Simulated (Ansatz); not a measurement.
# Equation of state of CsI

```cif
data_structure
_symmetry_space_group_name_H-M 'Pm-3m'
_symmetry_Int_Tables_number 221
_cell_length_a 4.5667
_cell_length_b 4.5667
_cell_length_c 4.5667
_cell_angle_alpha 90.000
_cell_angle_beta 90.000
_cell_angle_gamma 90.000
_cell_volume 95.24
loop_
_atom_site_label
_atom_site_type_symbol
_atom_site_symmetry_multiplicity
_atom_site_Wyckoff_symbol
_atom_site_fract_x
_atom_site_fract_y
_atom_site_fract_z
_atom_site_occupancy
Cs1 Cs 1 a 0.00000 0.00000 0.00000 1
I1 I 1 b 0.50000 0.50000 0.50000 1
```

The runs use the primitive cell with vectors (4.567, 0.000, 0.000), (0.000, 4.567, 0.000), (0.000, 0.000, 4.567) Å, to which the k mesh refers.

Symmetry: Pm-3m, No. 221, cubic system. Conventional cell: a = 4.567 Å, b = 4.567 Å, c = 4.567 Å, α = 90.00°, β = 90.00°, γ = 90.00°. Cs (site symmetry m-3m) is surrounded by 8 I at 3.95 Å. I (site symmetry m-3m) is surrounded by 8 Cs at 3.95 Å.

The cell is COD entry 9008790, as deposited and not checked against the literature; nothing was relaxed.

No spin–orbit coupling, which matters for the heavy atoms here.

Levels of theory: DFT, LDA, all-electron LAPW, scalar-relativistic (Ansatz 0.2.0); DFT, LDA, PAW with Ansatz's default frozen-core files, scalar-relativistic (Ansatz 0.2.0).

For LAPW: a Γ-centred 7×7×7 k mesh, Fermi–Dirac smearing of 0.01 eV, basis error target 0.25 meV/atom, no spin polarisation. PAW takes a cutoff of 420 eV at this cell (files made with PBE, cores remade for this functional). The Ansatz runs share mesh, smearing and spin set-up. Plane-wave (PAW) pressures include the program's estimate of the Pulay term.

The cell above is scaled evenly, with fractional coordinates and shape held.

```tsv
V/V(cell)	V (Å³/atom)	P, LAPW (GPa)	P, PAW (GPa)	gap on the k mesh, LAPW (eV)	free energy over the lowest listed, PAW (meV/atom)
0.9400	44.762	-0.73	-0.73	3.78	0.0
0.9600	45.714	?	?	?	?
0.9800	46.666	-1.21	-1.21	3.62	11.7
0.9900	47.143	-1.31	-1.31	3.59	15.4
1.0000	47.619	-1.41	-1.41	3.55	19.5
1.0100	48.095	-1.49	-1.49	3.52	23.8
1.0200	48.571	-1.57	-1.58	3.49	28.4
1.0400	49.523	-1.72	-1.72	3.43	38.2
1.0600	50.476	-1.84	-1.84	3.37	48.8
```

(1) Fill in the row V/V(cell) = 0.9600.

## Answers

(1) P, LAPW (GPa) = -0.99, P, PAW (GPa) = -0.99, gap on the k mesh, LAPW (eV) = 3.70, free energy over the lowest listed, PAW (meV/atom) = 5.1.
